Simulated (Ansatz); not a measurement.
# TaN: a trigonal deformation path

The task here is to estimate one member of a computed series from the others.

Computed with Ansatz 0.2.0 (DFT PBE, scalar-relativistic, plane waves, PAW, unless a step's input says otherwise).

## The starting structure

It takes space group Fm-3m (No. 225, cubic). Conventional cell: a = 4.417 Å, b = 4.417 Å, c = 4.417 Å, α = 90.00°, β = 90.00°, γ = 90.00°. Around Ta (site symmetry m-3m) lie 6 N at 2.21 Å. N (site symmetry m-3m) is surrounded by 6 Ta at 2.21 Å.

Coordinates:

```cif
data_structure
_symmetry_space_group_name_H-M 'P 1'
_symmetry_Int_Tables_number 1
_cell_length_a 3.1235
_cell_length_b 3.1235
_cell_length_c 3.1235
_cell_angle_alpha 60.000
_cell_angle_beta 60.000
_cell_angle_gamma 60.000
_cell_volume 21.55
loop_
_atom_site_label
_atom_site_type_symbol
_atom_site_fract_x
_atom_site_fract_y
_atom_site_fract_z
_atom_site_occupancy
Ta1 Ta 0.50000 0.50000 0.50000 1
N1 N 0.00000 0.00000 0.00000 1
```

It is the result of an earlier relaxation at this level (volume 10.77 Å³/atom; gap on the mesh: none (metal)).

Set-up of the first run:

input.yaml

```yaml
crystal:
  lattice:
    - [0.0, 2.2086347786, 2.2086347786]
    - [2.2086347786, 0.0, 2.2086347786]
    - [2.2086347786, 2.2086347786, 0.0]
  atoms:
    - { symbol: Ta, position: [0.5, 0.5, 0.5] }
    - { symbol: "N", position: [0.0, 0.0, 0.0] }
basis:
  ecutwfc: 420
kpoints:
  mp_grid: { grid: [26, 26, 26] }
hamiltonian:
  xc: pbe
scf:
  occupations: { method: gaussian, width: 0.15 }
output:
  forces: true
  stress: true
  eigenvalues: true
  write_density: true
  write_potential: true
  elf: true
  volumetric_format: npy
```

The run is started by

```
$ ansatz run input.yaml --threads 1 --pin off --max-ram 2560MiB --backend cpu --events-out ev --progress --plain --runs-dir out
```

Among the steps run: The undisturbed cell; At ρ = 0.500; ρ = 2.000; ρ = 0.710; At ρ = 1.410; At ρ = 0.600; Point ρ = 0.850; ρ = 1.200; Point ρ = 1.700; At ρ = 0.930; At ρ = 1.080.

One of the session's tables, all rows but one given; the rest of the session is left out.

It belongs to the step «The scan collected». Collected from the runs (energy zero: the undisturbed cell):

```
    ρ  ΔE (meV/atom)  pressure (GPa)
0.500          507.3           -10.2
0.600          529.1            -5.2
0.710          380.3            -0.4
0.850              ?               ?
0.930           16.1             0.2
1.000            0.0            -0.1
1.080           14.9             0.3
1.200           75.8             1.6
1.410          390.0             4.3
1.700         1458.4            17.1
2.000         2825.4            45.1
```

Estimate the missing values for ρ = 0.850.

Worked estimate for «ΔE (meV/atom)». A straight line through the neighbours (0.710, 380.3) and (0.930, 16.1) gives 380.3 + (16.1 − 380.3) × (0.850 − 0.710) / (0.930 − 0.710) = 148.5; a parabola fitted to 4 rows on both sides gives 150.7.

**Answer.** ΔE (meV/atom): 92.0; pressure (GPa): 0.8. In «ΔE (meV/atom)» the line misses by +56.5 and the parabola by +58.7.
